Why should the same crystal come out larger or smaller when only the approximation for exchange and correlation is changed? The crystal here is β-quartz, a framework of SiO₄ tetrahedra that share their corners. Its atoms and its starting cell are the same each time, and each density functional then lets the cell relax to the size it prefers. Three explanations offer themselves: the level of sophistication of the functional, the treatment of dispersion forces, and the way exchange responds to an uneven electron density.

VASP 6.6.1, plane-wave DFT with PAW potentials, for SiO₂ (space group P6₄22, 9 atoms per cell), with cell and atoms relaxed, no spin polarisation and no separate dispersion correction. The cutoff is 600 eV, the k-mesh 5 × 5 × 4 and the Fermi-Dirac smearing 0.05 eV. Volume changes are relative to the starting cell.

| functional | potentials | volume change (%) | relaxed length a (Å) | relaxed length c (Å) |
| --- | --- | --- | --- | --- |
| LDA | VASP-PAW-LDA-potentials,-recommended | -0.960 | 5.043 | 5.526 |
| PBE | VASP-PAW-PBE-potentials,-recommended | 2.520 | 5.103 | 5.587 |
| PBEsol | VASP-PAW-PBE-potentials,-recommended | 1.300 | 5.083 | 5.563 |
| revPBE | VASP-PAW-PBE-potentials,-recommended | 3.820 | 5.125 | 5.608 |
| RPBE | VASP-PAW-PBE-potentials,-recommended | 4.130 | 5.130 | 5.615 |
| BLYP | VASP-PAW-PBE-potentials,-recommended | 3.960 | 5.126 | 5.615 |
| AM05 | VASP-PAW-PBE-potentials,-recommended | 1.690 | 5.089 | 5.571 |
| PW91 | VASP-PAW-PBE-potentials,-recommended | 2.510 | 5.103 | 5.587 |
| SCAN | VASP-PAW-PBE-potentials,-recommended | -0.580 | 5.050 | 5.532 |
| optB88-vdW | VASP-PAW-PBE-potentials,-recommended | 1.480 | 5.084 | 5.571 |
| rev-vdW-DF2 | VASP-PAW-PBE-potentials,-recommended | 1.580 | 5.085 | 5.575 |
| vdW-DF-cx | VASP-PAW-PBE-potentials,-recommended | 1.630 | 5.089 | 5.568 |

The volume change is counted from the supplied starting cell, whose origin is not stated. The negative values of LDA and SCAN therefore do not mean that these functionals make quartz too small; in this column only differences between rows carry information. From LDA to RPBE the volume moves by about five percentage points, a large effect for anyone who needs a density. Symmetry also keeps the tetrahedra from rotating towards the α-quartz structure, so the volumes belong to ideal, unrotated β-quartz.

The first explanation is that better functionals give larger cells. It looks sound as long as LDA, which uses only the local density, is compared with the functionals that add the density gradient (GGAs), since every one of them gives a larger cell. SCAN, which uses still more information about the electrons, breaks the rule: it falls below all the GGAs and lies only 0.38 percentage points above LDA. Among the seven GGAs without nonlocal correlation the volume spreads over 2.83 points. The class of a functional thus does not settle the size of the cell; something that differs within the class must matter.

The second explanation is more tempting. Dispersion is an attraction, ordinary GGAs leave out its long-range part, and a missing attraction should leave the crystal swollen. Three functionals in the table, optB88-vdW, rev-vdW-DF2 and vdW-DF-cx, do contain it through a nonlocal correlation term; no separate dispersion correction was added in any row. Their mean volume change is 1.28 points below that of the seven GGAs without this term, just as the argument demands.

The average misleads, because these three functionals also have their own forms of exchange. PBEsol has no nonlocal correlation and yet gives a smaller cell than any of the three, and AM05, also without it, lies only just above the largest of them. A compact cell therefore does not require a dispersion term. Whether dispersion contributes to the three volumes remains open: that would take at least a pair of calculations with the same exchange, one with the nonlocal term and one with an ordinary gradient correlation in its place, and the table has no such pair.

For exchange there is a clean comparison. PBE, revPBE and RPBE share the same correlation and the same potentials and differ only in their exchange formula. Going from PBE to revPBE enlarges the volume by 1.30 points, and going to RPBE enlarges it by 1.61. A change of exchange alone thus moves the cell by as much as the difference that seemed to speak for dispersion.

Theory suggests how this works. At every point in the crystal, a GGA takes the exchange energy density of a uniform electron gas, which is negative, and multiplies it by an enhancement factor $F(s)$. The reduced gradient $s$ measures how quickly the density $n$ varies relative to its own size, $s \propto |\nabla n|/n^{4/3}$. When the crystal is stretched, the density between the atoms thins out. Its gradient shrinks too, but as a rule more slowly than $n^{4/3}$, so $s$ tends to rise there. Since $F$ grows with $s$, the exchange energy then falls less in magnitude than it would in LDA, and stretching costs less.

In this picture the swelling comes from the steepness of $F$, not from a high value as such. If $F$ were the same constant everywhere, it would only rescale the LDA exchange, and stretching would bring no extra reward from the gradient. The steeper the rise of $F$ in the range of $s$ that the bonds pass through, the larger the reward, and the further out lies the balance between this gain and the forces that hold the framework together. This gives a rule for a neighbouring case: exchange with a steeper $F$ in that range, with all else unchanged, should give a larger cell.

The rule can be turned into an estimate by letting one representative $s$ stand for the whole crystal and taking the volume shift as proportional to the change in slope. The slopes are

$$\frac{dF}{ds}=\frac{2\mu s}{(1+\mu s^2/\kappa)^2}\ \text{(PBE, revPBE)},\qquad \frac{dF}{ds}=2\mu s\,e^{-\mu s^2/\kappa}\ \text{(RPBE)}.$$

All three functionals have the same $\mu$, which sets the rise at small $s$. The constant $\kappa$ limits the rise at large $s$; it is the same in PBE and RPBE and larger in revPBE.

Take $s=1$. Then $\mu s^2/\kappa$ is about 0.27 for PBE and RPBE and 0.18 for revPBE. Without the common factor $2\mu s$, the slopes are $1/1.27^2\approx0.62$ for PBE, $1/1.18^2\approx0.72$ for revPBE and $e^{-0.27}\approx0.76$ for RPBE. The shift of RPBE from PBE should thus be $(0.76-0.62)/(0.72-0.62)\approx1.4$ times that of revPBE. With the revPBE shift of 1.30 points as the scale, this predicts about 1.8 points for RPBE, whose own volume did not enter; the calculation gives 1.61.

The agreement depends on the chosen $s$. At $s=1.5$ the predicted ratio is 1.22, close to the computed 1.24, but at $s=2$ it drops below one and the order of revPBE and RPBE is reversed. The model accounts for the order if moderate gradients dominate, which is plausible for a solid but is not shown here. The full comparison is in the output printed after this section.

The model is much weaker once $\mu$ and the correlation change as well. For the step from PBEsol to PBE it gives the right direction, but its size runs from 0.7 to 2.4 points as $s$ goes from 1.5 to 1, around a computed 1.22. For the step from LDA to PBE the same range of $s$ gives 3.9 to 7.6 points, more than the computed 3.48. An overestimate is to be expected there, because the gradient term in PBE correlation works against that in exchange and the model leaves it out. LDA was also run with its own potentials, and their share in the step is unknown.

The shape of the cell adds one more piece. The ratio of the relaxed lengths $c$ and $a$ stays between 1.094 and 1.096, so the framework swells almost equally in all directions. That suits a general lengthening of the Si–O bonds. In unrotated β-quartz, regular tetrahedra leave no other freedom: their size sets both edges, and the Si–O–Si angles can widen only if the tetrahedra distort. Perfectly regular tetrahedra would give a ratio of $3/(1+\sqrt{3})$, slightly above every value here, so the tetrahedra are slightly distorted in all rows. How the angles differ between functionals is open, since the relaxed oxygen positions are not given. In α-quartz the tetrahedra can also rotate, so the same functionals may differ there by other amounts.

Small differences deserve no explanation. The stress left after relaxation corresponds to a few hundredths of a percent in volume, by a rough estimate of the stiffness. PBE and PW91 therefore give the same volume for practical purposes, and so do rev-vdW-DF2 and vdW-DF-cx, although the last two differ slightly in the shape of the cell. The gap of 0.31 points between revPBE and RPBE is well above that level.

Numerical output:

```
revPBE minus PBE, volume change (percentage points): 1.3
RPBE minus PBE, volume change (percentage points): 1.61
PBE minus PBEsol, volume change (percentage points): 1.22
PBE minus LDA, volume change (percentage points): 3.48
SCAN minus LDA, volume change (percentage points): 0.38
spread of the seven GGAs without nonlocal correlation (percentage points): 2.83
mean of these seven GGAs (%): 2.847
mean of the three with nonlocal correlation (%): 1.563
nonlocal mean minus GGA mean (percentage points): -1.284
smallest c/a: 1.094
largest c/a: 1.096
computed ratio of RPBE shift to revPBE shift: 1.238
model ratio at s of 1: 1.363
model ratio at s of 1.5: 1.22
model ratio at s of 2: 0.9274
model PBE minus PBEsol at s of 1, exchange only (percentage points): 2.392
model PBE minus PBEsol at s of 1.5, exchange only (percentage points): 0.737
model PBE minus LDA at s of 1, exchange only (percentage points): 7.594
model PBE minus LDA at s of 1.5, exchange only (percentage points): 3.871
rough stiffness from the RPBE relaxation energy, oxygen shifts included (GPa): 174.5
rough volume uncertainty from residual stress (%): 0.03209
```
